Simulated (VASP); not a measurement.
# Ir (P6_3/mmc) in VASP: settings compared, part 3 of 3

VASP 6.6.1. The steps go on from the part before.

## (4) Relaxation of cell and atoms, PBEsol

File INCAR:

```
PREC = Accurate
ENCUT = 600
EDIFF = 1E-7
ISMEAR = 0
SIGMA = 0.1
LREAL = False
LASPH = True
NELM = 80
ALGO = Normal
ISIF = 3
LWAVE = False
LCHARG = False
GGA = PS
IBRION = 2
NSW = 90
EDIFFG = -0.005
```

File KPOINTS:

```
Automatic mesh
0
Gamma
  6 6 4
```

File POSCAR:

```
Ir
1.0
    2.7181147100      0.0000000000      0.0000000000
   -1.3590573500      2.3539563900      0.0000000000
    0.0000000000      0.0000000000      4.4386813200
Ir
2
Direct
    0.3333333300      0.6666666700      0.2500000000
    0.6666666700      0.3333333300      0.7500000000
```

Potentials or basis: VASP PAW PBE potentials, release 64 (Ir).

Launch:

```sh
$ cat potpaw_PBE.64/Ir/POTCAR > POTCAR
$ mpirun -np 1 vasp_std > vasp.out
```

OUTCAR:

```text
PREC = Accurate
   ENCUT = 600
   EDIFF = 1E-7
   ISMEAR = 0
   LREAL = False
   LASPH = True
   NELM = 80
   ISIF = 3
   GGA = PS
   IBRION = 2
   NSW = 90
   EDIFFG = -0.005

 ion  position               nearest neighbor table
   1  0.333  0.667  0.250-   2 2.72   2 2.72   2 2.72   2 2.72   2 2.72   2 2.72
   2  0.667  0.333  0.750-   1 2.72   1 2.72   1 2.72   1 2.72   1 2.72   1 2.72

  LATTYP: Found a hexagonal cell.
 ALAT       =     2.7181147100
 C/A-ratio  =     1.6329999995

  Lattice vectors:

 A1 = (   2.7181147100,   0.0000000000,   0.0000000000)
 A2 = (  -1.3590573500,   2.3539563900,   0.0000000000)
 A3 = (   0.0000000000,   0.0000000000,   4.4386813200)

Analysis of symmetry for initial positions (statically):
=====================================================================
 Subroutine PRICEL returns:
 Original cell was already a primitive cell.

 Routine SETGRP: Setting up the symmetry group for a
 hexagonal supercell.

 Subroutine GETGRP returns: Found 24 space group operations
 (whereof 12 operations were pure point group operations)
 out of a pool of 24 trial point group operations.

The static configuration has the point symmetry D_3d.
 The point group associated with its full space group is D_6h.

Analysis of symmetry for dynamics (positions and initial velocities):
=====================================================================
 Subroutine PRICEL returns:
 Original cell was already a primitive cell.

 Routine SETGRP: Setting up the symmetry group for a
 hexagonal supercell.

 Subroutine GETGRP returns: Found 24 space group operations
 (whereof 12 operations were pure point group operations)
 out of a pool of 24 trial point group operations.

The dynamic configuration has the point symmetry D_3d.
 The point group associated with its full space group is D_6h.

 Subroutine INISYM returns: Found 24 space group operations
 (whereof 12 operations are pure point group operations),
 and found     1 'primitive' translations

----------------------------------------------------------------------------------------

                                     Primitive cell

  volume of cell :      28.4001

  direct lattice vectors                    reciprocal lattice vectors
     2.718114710  0.000000000  0.000000000     0.367902060  0.212408352  0.000000000
    -1.359057350  2.353956390  0.000000000     0.000000000  0.424816706  0.000000000
     0.000000000  0.000000000  4.438681320     0.000000000  0.000000000  0.225292137

  length of vectors
     2.718114710  2.718114708  4.438681320     0.424816706  0.424816706  0.225292137

  position of ions in fractional coordinates (direct lattice)
     0.333333330  0.666666670  0.250000000
     0.666666670  0.333333330  0.750000000

  ion indices of the primitive-cell ions
   primitive index   ion index
                 1           1
                 2           2

----------------------------------------------------------------------------------------

 KPOINTS: Automatic mesh

Automatic generation of k-mesh.
 Grid dimensions read from file:
 generate k-points for:    6    6    4

 Generating k-lattice:

  Cartesian coordinates                     Fractional coordinates (reciprocal lattice)
     0.061317010  0.035401392  0.000000000     0.166666667  0.000000000  0.000000000
[... 45 lines left out ...]
 SYSTEM =  unknown system
   PREC   = accura    normal or accurate (medium, high low for compatibility)
   ISTART =      0    job   : 0-new  1-cont  2-samecut
   ICHARG =      2    charge: 1-file 2-atom 10-const
   ISPIN  =      1    spin polarized calculation?
   LNONCOLLINEAR =      F non collinear calculations
   LSORBIT =      F    spin-orbit coupling
   LASPH  =      T    aspherical Exc in radial PAW
   ENCUT  =  600.0 eV  44.10 Ry    6.64 a.u.   5.43  5.43  8.87*2*pi/ulx,y,z
   NELM   =     80;   NELMIN=  2; NELMDL= -5     # of ELM steps
   EDIFF  = 0.1E-06   stopping-criterion for ELM
   LREAL  =      F    real-space projection
   EDIFFG = -.5E-02   stopping-criterion for IOM
   NSW    =     90    number of steps for IOM
   IBRION =      2    ionic relax: 0-MD 1-quasi-New 2-CG
   NFREE  =      1    steps in history (QN), initial steepest desc. (CG)
   ISIF   =      3    stress and relaxation
   ISYM   =      2    0-nonsym 1-usesym 2-fastsym
   POTIM  = 0.5000    time-step for ionic-motion
   TEBEG  =    0.0;   TEEND  =   0.0 temperature during run
   PSTRESS=    0.0 pullay stress
   NELECT =      18.0000    total number of electrons
   NUPDOWN=      -1.0000    fix difference up-down
   EMIN   =  10.00;   EMAX   =-10.00  energy-range for DOS
   EFERMI =   0.00;   METHOD = LEGACY
   ISMEAR =     0;   SIGMA  =   0.10  broadening in eV -4-tet -1-fermi 0-gaus
   EFERMI_NEDOS =   21; number of points for ismear=-14 and -15
   IALGO  =     38    algorithm
   IMIX   =      4    mixing-type and parameters
     AMIX     =   0.40;   BMIX     =  1.00
     AMIX_MAG =   1.60;   BMIX_MAG =  1.00
  volume/ion in A,a.u.               =      14.20        95.83
  Fermi-wavevector in a.u.,A,eV,Ry     =   1.406238  2.657405 26.905608  1.977506
  Thomas-Fermi vector in A             =   2.528619
   LORBIT       =      0    0 simple, 1 ext, 2 COOP (PROOUT), +10 PAW based schemes
   GGA     = PS    functional components
   LHFCALC =     F    Hartree Fock is set to
   AEXX    =    0.0000 exact exchange contribution
   IVDW    =     0    specifies the selected vdW correction
   LEPSILON=     F    determine dielectric tensor
   LRPA    =     F    only Hartree local field effects (RPA)
 conjugate gradient relaxation of ions
 non-spin polarized calculation
 Gauss-broadening in eV      SIGMA  =   0.10
  energy-cutoff  :      600.00
  volume of cell :       28.40
 maximum number of plane-waves:       966
 NGX is ok and might be reduce to    24
   NGX = 11   NGY = 11   NGZ = 17

--------------------------------------- Ionic step        1  -------------------------------------------

 number of electron      18.0000000 magnetization

 Free energy of the ion-electron system (eV)
  ---------------------------------------------------
  ext. energy  EPLUGINS =         0.00000000
  ---------------------------------------------------
  free energy    TOTEN  =       -19.46154078 eV

  energy without entropy =      -19.45198257  energy(sigma->0) =      -19.45676168

------------------------ aborting loop because EDIFF is reached ----------------------------------------

  FORCE on cell =-STRESS in cart. coord.  units (eV):
  Direction    XX          YY          ZZ          XY          YZ          ZX
  --------------------------------------------------------------------------------------
  -------------------------------------------------------------------------------------
  Total        0.3247148      0.3247148     -1.3673358      0.0000000      0.0000000     -0.0000000
  in kB       18.3186096     18.3186096    -77.1375110      0.0000000      0.0000000     -0.0000000
  external PRESSURE =     -13.5000973 kB  Pullay stress =       0.0000000 kB
[... 95 lines left out ...]
--------------------------------------- Ionic step        4  -------------------------------------------

 number of electron      18.0000000 magnetization

 E-fermi :   9.9940     XC(G=0): -14.0262

 val. band max:        9.9425448071   @ k =   0.3333   0.1667   0.2500
 cond. band min:      10.1013164912   @ k =   0.1667  -0.0000   0.5000
 fundamental gap:      0.1587716842
 Fermi energy:         9.9939847691

 k-point     1 :       0.0000    0.0000    0.0000
  band No.  band energies     occupation
      1      -1.0278      2.00000
      2       2.0931      2.00000
      3       6.3568      2.00000
      4       6.3568      2.00000
      5       6.4316      2.00000
      6       7.0562      2.00000
      7       7.0562      2.00000
      8       7.6027      2.00000
      9       7.6027      2.00000
     10       9.4825      2.00000
     11      10.3854      0.00000
     12      10.3854      0.00000
     13      17.3323      0.00000
[... 461 lines left out ...]
--------------------------------------- Ionic step        8  -------------------------------------------

 number of electron      18.0000000 magnetization

 Free energy of the ion-electron system (eV)
  ---------------------------------------------------
  ext. energy  EPLUGINS =         0.00000000
  ---------------------------------------------------
  free energy    TOTEN  =       -19.47396522 eV

  energy without entropy =      -19.46353292  energy(sigma->0) =      -19.46874907

 E-fermi :  10.1949     XC(G=0): -14.1001

 val. band max:       10.1377296763   @ k =   0.5000   0.0000   0.2500
 cond. band min:      10.3075936985   @ k =   0.1667  -0.0000   0.5000
 fundamental gap:      0.1698640222
 Fermi energy:        10.1949259611

 k-point     1 :       0.0000    0.0000    0.0000
  band No.  band energies     occupation
      1      -0.9464      2.00000
      2       2.1652      2.00000
      3       6.5064      2.00000
      4       6.5064      2.00000
      5       6.5145      2.00000
      6       7.2058      2.00000
      7       7.2058      2.00000
      8       7.8254      2.00000
      9       7.8254      2.00000
     10       9.6029      2.00000
     11      10.6115      0.00000
     12      10.6115      0.00000
     13      17.5843      0.00000
[... 347 lines left out ...]
  FREE ENERGIE OF THE ION-ELECTRON SYSTEM (eV)
  ---------------------------------------------------
  free  energy   TOTEN  =       -19.4739652207 eV

  energy  without entropy=      -19.4635329208  energy(sigma->0) =      -19.46874907

 reached required accuracy - stopping structural energy minimisation
```

OSZICAR:

```text
N       E                     dE             d eps       ncg     rms          rms(c)
DAV:   1     0.158026713267E+03    0.15803E+03   -0.93776E+03   546   0.155E+03
DAV:   2    -0.141960975443E+02   -0.17222E+03   -0.16008E+03   556   0.386E+02
DAV:   3    -0.206121299420E+02   -0.64160E+01   -0.60113E+01   684   0.836E+01
DAV:   4    -0.207102575259E+02   -0.98128E-01   -0.97523E-01   571   0.967E+00
[... 58 lines left out ...]
       N       E                     dE             d eps       ncg     rms          rms(c)
DAV:   1    -0.194739709006E+02   -0.81472E-05   -0.32063E-04   586   0.175E-01    0.161E-02
DAV:   2    -0.194739665473E+02    0.43533E-05   -0.56929E-06   647   0.318E-02    0.631E-03
DAV:   3    -0.194739652689E+02    0.12784E-05   -0.21181E-06   639   0.161E-02    0.153E-03
DAV:   4    -0.194739652207E+02    0.48158E-07   -0.12217E-07   291   0.456E-03
   8 F= -.19473965E+02 E0= -.19468749E+02  d E =-.511159E-05
```

Run time: 50 s. Hardware: 1 thread of Intel Xeon Platinum 8488C (Sapphire Rapids), shared host; peak memory 0.16 GiB.

What came out:

| Property | Result |
| --- | --- |
| Free energy | -19.4740 eV |
| Relaxed volume | 14.15 Å³/atom |
| Relaxed cell | a = 2.734 Å, b = 2.734 Å, c = 4.373 Å, α = 90.00°, β = 90.00°, γ = 120.00° |
| Space group after relaxing (to 0.05 Å) | P6_3/mmc (No. 194) |
| Energy gained by relaxing | 6.2 meV/atom |
| Ionic steps | 8 |
| Pressure after relaxing | 0.0 GPa |
| Band gap on the k mesh | none (metal or under the smearing width) |

Step by step:
```
step  energy change (eV)  largest force (eV/Å)  pressure (GPa)  volume (Å³)
   1              0.0000                0.0000           -1.35        28.40
   2              0.0078                0.0000            6.35        27.90
   3             -0.0116                0.0000            1.65        28.18
   4             -0.0063                0.0000           -4.56        28.66
   5             -0.0124                0.0000           -0.07        28.31
   6             -0.0124                0.0000           -0.03        28.31
   7             -0.0124                0.0000            0.08        28.30
   8             -0.0124                0.0000            0.03        28.30
```

Final structure:
```
CELL_PARAMETERS angstrom
2.73382 0.00000 0.00000
-1.36691 2.36756 0.00000
0.00000 0.00000 4.37257
ATOMIC_POSITIONS crystal
Ir 0.33333 0.66667 0.25000
Ir 0.66667 0.33333 0.75000
```

Levels at points of the mesh, in eV from the Fermi level:
| k point | band 7 | band 8 | band 9 | band 10 | band 11 | band 12 |
| --- | --- | --- | --- | --- | --- | --- |
| (0.00, 0.00, 0.00) | -2.99 | -2.37 | -2.37 | -0.59 | 0.42 | 0.42 |
| (0.50, 0.00, 0.00) | -2.77 | 0.82 | 1.20 | 1.27 | 3.09 | 4.52 |
| (0.00, 0.00, 0.50) | -3.85 | -3.85 | -0.32 | -0.32 | -0.32 | -0.32 |
| (0.50, 0.00, 0.50) | -0.87 | -0.87 | 1.09 | 1.09 | 2.17 | 2.17 |

Caveat: the k mesh is coarse (spacing up to 0.44 Å⁻¹), so the values aren't converged; the PAW data sets were made with another functional, which shifts forces and pressure a little.

## (5) Single point, PBEsol

File INCAR:

```
PREC = Accurate
ENCUT = 520
EDIFF = 1E-6
ISMEAR = 0
SIGMA = 0.1
LREAL = False
LASPH = True
NELM = 80
ALGO = Normal
ISIF = 2
LWAVE = False
LCHARG = False
GGA = PS
NBANDS = 16
```

File KPOINTS:

```
Automatic mesh
0
Gamma
  18 18 10
```

POSCAR is that of step 4.

Potentials or basis: VASP PAW PBE potentials, release 64 (Ir).

Launch:

```sh
$ cat potpaw_PBE.64/Ir/POTCAR > POTCAR
$ mpirun -np 1 vasp_std > vasp.out
```

OUTCAR:

```text
PREC = Accurate
   ENCUT = 520
   EDIFF = 1E-6
   ISMEAR = 0
   LREAL = False
   LASPH = True
   NELM = 80
   ISIF = 2
   GGA = PS

 ion  position               nearest neighbor table
   1  0.333  0.667  0.250-   2 2.72   2 2.72   2 2.72   2 2.72   2 2.72   2 2.72
   2  0.667  0.333  0.750-   1 2.72   1 2.72   1 2.72   1 2.72   1 2.72   1 2.72

  LATTYP: Found a hexagonal cell.
 ALAT       =     2.7181147100
 C/A-ratio  =     1.6329999995

  Lattice vectors:

[... 645 lines left out ...]

------------------------ aborting loop because EDIFF is reached ----------------------------------------

  FORCE on cell =-STRESS in cart. coord.  units (eV):
  Direction    XX          YY          ZZ          XY          YZ          ZX
  --------------------------------------------------------------------------------------
  -------------------------------------------------------------------------------------
  Total       -0.0861833     -0.0861833     -0.5955688     -0.0000000     -0.0000000      0.0000000
  in kB       -4.8619852     -4.8619852    -33.5986889     -0.0000000     -0.0000000      0.0000000
  external PRESSURE =     -14.4408864 kB  Pullay stress =       0.0000000 kB

 VOLUME and BASIS-vectors are now :
 -----------------------------------------------------------------------------
  energy-cutoff  :      520.00
  volume of cell :       28.40
      direct lattice vectors                 reciprocal lattice vectors
     2.718114710  0.000000000  0.000000000     0.367902060  0.212408352  0.000000000
    -1.359057350  2.353956390  0.000000000     0.000000000  0.424816706  0.000000000
     0.000000000  0.000000000  4.438681320     0.000000000  0.000000000  0.225292137

 POSITION                                       TOTAL-FORCE (eV/Angst)
 -----------------------------------------------------------------------------------
     -0.00000      1.56930      1.10967         0.000000     -0.000000      0.000000
      1.35906      0.78465      3.32901        -0.000000      0.000000      0.000000
 -----------------------------------------------------------------------------------
    total drift:                               -0.000000      0.000000     -0.000000

  FREE ENERGIE OF THE ION-ELECTRON SYSTEM (eV)
  ---------------------------------------------------
  free  energy   TOTEN  =       -19.4907363140 eV

  energy  without entropy=      -19.4805043380  energy(sigma->0) =      -19.48562033
```

It took 70 s on 1 thread of Intel Xeon Platinum 8488C (Sapphire Rapids), shared host; peak memory 0.21 GiB.

What came out:

```
Free energy            : -19.4907 eV
Pressure               : -1.4 GPa
Band gap on the k mesh : none (metal or under the smearing width)
```

Stress tensor (GPa, compression positive):
```
-0.49  0.00  0.00
 0.00 -0.49  0.00
 0.00  0.00 -3.36
```

Caveat: the PAW data sets were made with another functional, which shifts forces and pressure a little.

## (6) Overview

```csv
task,level,cell,k mesh,cutoff (eV),mesh quality,gap on the mesh (eV),pressure (GPa),relaxed volume (Å³/atom)
relaxation of cell and atoms,PBE+D3(BJ),relaxed,18 × 18 × 10,600,not flagged,none,0.0,14.25
relaxation of cell and atoms,PBEsol,relaxed,18 × 18 × 10,300,not flagged,none,0.0,14.12
relaxation of cell and atoms,PBEsol,relaxed,6 × 6 × 4,600,coarse,none,0.0,14.15
single point,PBEsol,as given,18 × 18 × 10,520,not flagged,none,-1.4,-
```

Alike in all rows: potentials or basis VASP PAW PBE potentials, release 64 (Ir); no spin polarisation; smearing gaussian 0.1 eV.

Caveats: some runs use coarse meshes; the PAW data sets were made with another functional, which shifts forces and pressure a little (some runs); pairwise dispersion overbinds metals, which lowers pressure and volume (some runs).

Total energies depend on the potentials used, so only differences within one code and one set of settings carry meaning.
